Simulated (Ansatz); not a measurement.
Harmonic frequencies (cm⁻¹) at PBE0-D4/def2-TZVP from Ansatz: 158, 176, 421, 605, 681, 929, 965, 1088, 1201, 1251, 1280, 1301, 1350, 1355, 1435, 1478, 1553, 2877, 2892, 3076, 3077, 3141, 3187, 3190.

(1) Which molecule is it?
A. `C[NH3+]`
B. `c1cc[nH+]cc1`
C. `C[O+](C)C`
D. `C[CH+]C`

Results:

(1) D.
